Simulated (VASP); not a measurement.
Write the native input for VASP 6.6.1 that does the following.

```yaml
Task: band structure
Functional: PBE
Potentials_or_basis: VASP PAW PBE potentials, release 64 (As_GW, Ga_d_GW)
Cutoff: 600 eV
k_mesh: 8 × 8 × 8
Occupations: fermi-dirac, width 0.05 eV
Spin: no spin polarisation
Further_INCAR_settings: ALGO = Normal; EDIFF = 1e-06
```

The system is GaAs.

```xyz
2
Lattice="0.0000 2.8268 2.8268 2.8268 0.0000 2.8268 2.8268 2.8268 0.0000" Properties=species:S:1:pos:R:3 pbc="T T T"
As    4.2403    4.2403    4.2403
Ga    0.0000    0.0000    0.0000
```

One way to write it, as run:

POSCAR

```
GaAs
1.0
    0.0000000000      2.8268500000      2.8268500000
    2.8268500000      0.0000000000      2.8268500000
    2.8268500000      2.8268500000      0.0000000000
As Ga
1 1
Direct
    0.7500000000      0.7500000000      0.7500000000
    0.0000000000      0.0000000000      0.0000000000
```

INCAR.step1

```
SYSTEM = GaAs
PREC = Accurate
ENCUT = 600
EDIFF = 1E-6
ISMEAR = -1
SIGMA = 0.05
LREAL = .False.
LASPH = .True.
NELM = 60
ALGO = Normal
ISIF = 2
LWAVE = .False.
LCHARG = .True.
GGA = PE
```

KPOINTS.step1

```
regular mesh
0
Gamma
  8 8 8
  0 0 0
```

INCAR.step2

```
SYSTEM = GaAs
PREC = Accurate
ENCUT = 600
EDIFF = 1E-6
ISMEAR = 0
SIGMA = 0.05
LREAL = .False.
LASPH = .True.
NELM = 60
ALGO = Normal
ISIF = 2
LWAVE = .False.
LCHARG = .False.
GGA = PE
ICHARG = 11
```

KPOINTS.step2

```
path GXWKGLUWLK,UX
10
line-mode
reciprocal
 0.0000000000  0.0000000000  0.0000000000  G
 0.5000000000  0.0000000000  0.5000000000  X

 0.5000000000  0.0000000000  0.5000000000  X
 0.5000000000  0.2500000000  0.7500000000  W

 0.5000000000  0.2500000000  0.7500000000  W
 0.3750000000  0.3750000000  0.7500000000  K

 0.3750000000  0.3750000000  0.7500000000  K
 0.0000000000  0.0000000000  0.0000000000  G

 0.0000000000  0.0000000000  0.0000000000  G
 0.5000000000  0.5000000000  0.5000000000  L

 0.5000000000  0.5000000000  0.5000000000  L
 0.6250000000  0.2500000000  0.6250000000  U

 0.6250000000  0.2500000000  0.6250000000  U
 0.5000000000  0.2500000000  0.7500000000  W

 0.5000000000  0.2500000000  0.7500000000  W
 0.5000000000  0.5000000000  0.5000000000  L

 0.5000000000  0.5000000000  0.5000000000  L
 0.3750000000  0.3750000000  0.7500000000  K

 0.6250000000  0.2500000000  0.6250000000  U
 0.5000000000  0.0000000000  0.5000000000  X
```

Potentials or basis: VASP PAW PBE potentials, release 64 (As_GW, Ga_d_GW).

Command:

```console
$ cat potpaw_PBE.64/As_GW/POTCAR potpaw_PBE.64/Ga_d_GW/POTCAR > POTCAR
$ cp INCAR.step1 INCAR
$ cp KPOINTS.step1 KPOINTS
$ mpirun -np 1 vasp_std > vasp.out
$ cp INCAR.step2 INCAR
$ cp KPOINTS.step2 KPOINTS
$ mpirun -np 1 vasp_std > vasp.out
```

It gave:

```json
{"Band gap on the k mesh": "0.51 eV, direct", "Band gap along the path": "0.51 eV, direct"}
```

Caveat: the log is that of the step along the path at fixed density, whose energy, stress, charges and moments have no meaning.

It took 56 s on 1 thread of Intel(R) Xeon(R) Platinum 8488C (Sapphire Rapids) (shared host), peak memory 0.23 GiB.
